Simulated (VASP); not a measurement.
Wanted: the native input for a VASP 6.6.1 run.

* Task: single point
* Functional: PBE-based screened hybrid
* Potentials or basis: VASP PAW PBE potentials, release 64 (Si)
* Cutoff: 520 eV
* k mesh: 4 × 4 × 4
* Occupations: gaussian, width 0.01 eV
* Spin: no spin polarisation
* Dipole correction: no
* Exchange at q = 0: truncated
* Grid for exact exchange (PRECFOCK): Normal
* Share of exact exchange: 0.2
* Screening parameter: 0.20787
* Further INCAR settings: ALGO = Normal; EDIFF = 1e-07; NBANDS = 11

Crystal: Si.

```
Si
1.0
     3.83755    0.00000    0.00000
     1.91878    3.32342    0.00000
     1.91878    1.10781    3.13335
Si
2
Direct
  0.75000 0.75000 0.75000
  0.50000 0.50000 0.50000
```

The input as run:

POSCAR

```
Si
1.0
    3.8375530000      0.0000000000      0.0000000000
    1.9187765000      3.3234183864      0.0000000000
    1.9187765000      1.1078061288      3.1333489036
Si
2
Direct
    0.7500000000      0.7500000000      0.7500000000
    0.5000000000      0.5000000000      0.5000000000
```

INCAR.step1

```
SYSTEM = Si
PREC = Accurate
ENCUT = 520
EDIFF = 1E-5
ISMEAR = 0
SIGMA = 0.01
LREAL = .False.
LASPH = .True.
NELM = 60
ALGO = Normal
ISIF = 2
LWAVE = .True.
LCHARG = .False.
GGA = PE
NBANDS = 11
```

INCAR.step2

```
SYSTEM = Si
PREC = Accurate
ENCUT = 520
EDIFF = 1E-7
ISMEAR = 0
SIGMA = 0.01
LREAL = .False.
LASPH = .True.
NELM = 60
ALGO = Normal
ISIF = 2
LWAVE = .False.
LCHARG = .False.
GGA = PE
LHFCALC = .True.
AEXX = 0.2
HFSCREEN = 0.20786987370883472
PRECFOCK = Normal
ISTART = 1
NBANDS = 11
```

KPOINTS

```
regular mesh
0
Gamma
  4 4 4
  0 0 0
```

Potentials or basis: VASP PAW PBE potentials, release 64 (Si).

Run with:

```bash
$ cat potpaw_PBE.64/Si/POTCAR > POTCAR
$ cp INCAR.step1 INCAR
$ mpirun -np 1 vasp_std > vasp.out
$ cp INCAR.step2 INCAR
$ mpirun -np 1 vasp_std > vasp.out
```

It gave:

```
Pressure               : 1.3 GPa
Band gap on the k mesh : 1.19 eV, indirect (least direct gap 3.19 eV)
```

Caveat: the k mesh is coarse (spacing up to 0.50 Å⁻¹), so the values aren't converged; the PAW data sets were made with another functional, which shifts forces and pressure a little.

Run time: 73 s on 1 thread of AMD EPYC 9R45 (Zen 5), with other jobs on the host, peak memory 0.22 GiB.
